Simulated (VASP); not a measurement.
**As: relaxation of cell and atoms with rev-vdW-DF2**

As:

```xyz
2
Lattice="1.9091 1.1022 3.4787 -1.9091 1.1022 3.4787 0.0000 -2.2044 3.4787" Properties=species:S:1:pos:R:3 pbc="T T T"
As    0.0000    0.0000    8.0481
As    0.0000    0.0000    2.3881
```

```
Program                : VASP 6.6.1
Task                   : relaxation of cell and atoms
Functional             : rev-vdW-DF2
Potentials or basis    : VASP PAW PBE potentials, release 64 (As)
Cutoff                 : 600 eV
k mesh                 : 12 × 12 × 12
Occupations            : methfessel-paxton, width 0.1 eV
Spin                   : no spin polarisation
Further INCAR settings : ALGO = Normal; EDIFF = 1e-07; IBRION = 2; EDIFFG = -0.005; NSW = 90; ISIF = 3
```

```
Pressure after relaxing : 0.0 GPa
Band gap on the k mesh  : none (metal or under the smearing width)
```

Final structure:
```xyz
2
Lattice="1.9091 1.1022 3.4787 -1.9091 1.1022 3.4787 0.0000 -2.2044 3.4787" Properties=species:S:1:pos:R:3 pbc="T T T"
As    0.0000    0.0000    8.0481
As    0.0000    0.0000    2.3881
```

Levels at points of the mesh, in eV from the Fermi level:
```
           k point  band 3  band 4  band 5  band 6  band 7  band 8
(0.00, 0.00, 0.00)   -2.29   -1.88   -1.88    1.97    3.01    3.01
(0.50, 0.00, 0.00)   -2.49   -2.42   -0.28   -0.25    0.37    1.18
(0.50, 0.50, 0.00)   -5.89   -4.05   -3.94    1.77    5.39    6.61
(0.50, 0.50, 0.50)   -1.56   -1.56   -0.63    0.66    0.66    1.64
```

It took 2.2 min on 1 thread of Intel(R) Xeon(R) Platinum 8259CL CPU @ 2.50GHz (Skylake/Cascade Lake) (shared host), peak memory 0.51 GiB.

Caveat: the relaxation stopped at its first step, so nothing moved; the PAW data sets were made with another functional, which shifts forces and pressure a little.
